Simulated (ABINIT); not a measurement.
Runs of ABINIT 10.8.3 (patched build) on Ti. Symmetry: Im-3m, No. 229, cubic system. Conventional cell: a = 3.282 Å, b = 3.282 Å, c = 3.282 Å, α = 90.00°, β = 90.00°, γ = 90.00°. Ti (site symmetry m-3m) is surrounded by 8 Ti at 2.84 Å. This isn't the form of Ti at room conditions, which is hcp.

```csv
task,level,potentials or basis,k mesh,cutoff (eV),fine-grid cutoff,dispersion computed by,mesh quality,gap on the mesh (eV),pressure (GPa),V0 of scaled cells (Å³/atom),B0 (GPa)
equation of state,BP86,JTH PAW PBE v2.0,11 × 11 × 11,408,816.342 eV,-,not flagged,-,-,17.13,108
band structure,r2SCAN,JTH PAW PBE v2.0,11 × 11 × 11,490,979.61 eV,-,not flagged,none,-3.7,-,-
band structure,PBEsol,PseudoDojo NC SR PBEsol v0.4.1 standard,11 × 11 × 11,1143,-,-,not flagged,none,-6.7,-,-
single point,PBEsol,JTH PAW PBE v2.0,4 × 4 × 4,408,816.342 eV,-,coarse,none,(b),-,-
band structure,PBE,PseudoDojo NC SR PBE v0.5 standard,11 × 11 × 11,1143,-,-,not flagged,none,(a),-,-
band structure,AM05,JTH PAW PBE v2.0,11 × 11 × 11,408,816.342 eV,-,not flagged,none,(c),-,-
band structure,PBEsol,PseudoDojo NC SR PBEsol v0.4 stringent,11 × 11 × 11,1143,-,-,not flagged,none,-6.7,-,-
band structure,TB-mBJ,JTH PAW LDA v2.0,11 × 11 × 11,490,979.61 eV,-,not flagged,none,-,-,-
equation of state,PBE+D2,JTH PAW PBE v2.0,11 × 11 × 11,408,816.342 eV,-,not flagged,-,-,17.27,107
band structure,WC,JTH PAW PBE v2.0,11 × 11 × 11,408,816.342 eV,-,not flagged,none,-6.5,-,-
```

Alike in all rows: no spin polarisation; cell as given; smearing fermi-dirac 0.05 eV.

Q: Fill in the values left out.

A: (a) -2.5; (b) -5.6; (c) -6.3.

Caveats: some runs use coarse meshes; the PAW data sets were made with another functional, which shifts forces and pressure a little (some runs); pressures at fixed basis lie under the slope of the energies (some runs); the constant c of TB-mBJ comes from the pseudo density here, which moves gaps by up to 0.3 eV between sets of potentials (some runs).

A gap of «none» marks a metal or a gap under the smearing width.
